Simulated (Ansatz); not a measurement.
A single-point calculation of Sb as a buckled honeycomb monolayer with Ansatz, at the level r2SCAN. The cell was relaxed with r2SCAN and then strained (in-plane biaxial -5.0 %), with the atoms relaxed again with r2SCAN; k points keep the names of the unstrained zone.

Input (YAML):
```yaml
crystal:
  lattice:
    - [3.8999238406, 0.0, 0.0]
    - [-1.9499619203, 3.3774331188, 0.0]
    - [0.0, 0.0, 26.8552477996]
  atoms:
    - { symbol: Sb, position: [0.3333333333, 0.6666666667, 0.3135771594] }
    - { symbol: Sb, position: [0.6666666667, 0.3333333333, 0.3763298576] }
  periodic: [true, true, false]
kpoints:
  mp_grid: { grid: [12, 12, 1] }
  band_path:
    path: [[0.0, 0.0, 0.0], [0.5, 0.0, 0.0], [0.3333333333, 0.3333333333, 0.0]]
    npoints: 1
hamiltonian:
  xc: r2scan
scf:
  occupations: { method: fixed }
  n_extra_bands: 4
output:
  forces: true
  stress: true
  eigenvalues: true
```

Run as `ansatz run input.yaml --threads 4 --pin off --max-ram 5529MiB --backend cpu --events-out ev --progress --plain --runs-dir out`. It took 7.5 s on 4 threads of Arm Neoverse V1, on a shared host; peak host memory 1.4 GiB.

What the program printed (shortened):
```
Functional definition: r2SCAN
Crystal: 2 atoms, lattice volume = 353.730 Å³
Basis set: ecut = 500 eV, 8947 PW (Γ)
Bands: 19, of which v1, the nominal top of the filled ones, is band 15 counted from 1 (14 counted from 0)
Symmetry: 12 space group operations
Space group: P-3m1 (ITA 164)
k-points: 19 of 144
SCF iter   1: HF=-12997.983155 eV  Δρ=1.90e-3  dr2=5.05e-3
preconditioner: auto → none  [insulator: Δε(μ)=0.828 eV  ℏωp=6.2 eV]
SCF iter   2: HF=-12997.996261 eV  Δρ=9.69e-4  dr2=1.40e-3
SCF iter   3: HF=-12997.997491 eV  Δρ=2.26e-4  dr2=2.16e-4
SCF iter   4: HF=-12997.997439 eV  Δρ=4.15e-5  dr2=8.86e-6
SCF iter   5: HF=-12997.997343 eV  Δρ=1.72e-5  dr2=9.81e-7
SCF iter   6: HF=-12997.997344 eV  Δρ=3.71e-6  dr2=4.28e-8
SCF 1 converged in 6 iterations: F = -12997.997344 eV  dr2 = 4.28e-8
NSCF: frozen V_eff on 3 k-points
Free energy (F): -12997.997344 eV
Fermi energy:    -4.418259 eV
--- Forces (eV/Å), atoms counted from 1 ---
  atom   1  Sb      0.00000      0.00000      0.00347
  atom   2  Sb      0.00000      0.00000    -0.00347
--- 2D stress c σ (N/m, compression-positive) ---
        2.651628       0.000000       0.000000
        0.000000       2.651628       0.000000
        0.000000       0.000000       0.000000
  P = ½ c Tr σ = 2.6516 N/m
--- Band table (eV; the first three rows and the last of 19) ---
  k-point 0: bands = […, -33.9507, -17.2980, -11.7393, -6.0356, -4.4183, -4.4183, -2.0315, -1.4539, -1.4539, -0.1862]
  k-point 1: bands = […, -33.9509, -17.2062, -11.7000, -5.9813, -5.2638, -4.6467, -1.8859 (-1.8859°), -1.2823 (-1.2823°), -1.2555, -0.0182]
  k-point 2: bands = […, -33.9514, -16.9334, -11.6142, -6.6556, -5.8472, -5.1386, -2.5616, -0.9151 (-0.9150°), -0.6556, 0.2750]
  k-point 18: bands = […, -33.9599, -13.7568, -13.7568, -8.9412, -7.0288, -7.0288, -3.5887, -0.9861, -0.9861, 2.2916]
```

The rows of the band table are 0: (0, 0, 0) = Γ, 1: (0, 0.083, 0), 2: (0, 1/6, 0), 18: (1/3, 1/3, 0) = K.

The file bands.tsv (bands near the Fermi energy, numbered from 0, rounded):
```tsv
# k_distance	band_10	band_11	band_12	band_13	band_14	band_15	band_16	band_17	band_18
# fermi_ev = -4.418259
# [0, 0, 0] at k_distance = 0.000000
# [0.5, 0, 0] at k_distance = 0.930172
# [0.3333333333, 0.3333333333, 0] at k_distance = 1.467207
# levels_relative_to = fermi_ev
0.000	-12.880	-7.321	-1.617	0.000	0.000	2.387	2.964	2.964	4.232
0.930	-10.423	-8.625	-3.914	-2.341	-1.989	1.625	1.906	3.550	4.856
1.467	-9.339	-9.339	-4.523	-2.611	-2.611	0.830	3.432	3.432	6.710
```
In order the rows are Γ, M, K.

r2SCAN gives an indirect gap of 0.83 eV, from Γ to K; the least direct gap is 2.39 eV at Γ. The mean in-plane stress is +2.65 N/m (compression positive), so r2SCAN would enlarge the cell's area.

Spin-unpolarised throughout. Whether this structure exists isn't addressed.

No spin-orbit coupling is included; it can move band edges with weight on the heavy atoms by tenths of an eV.
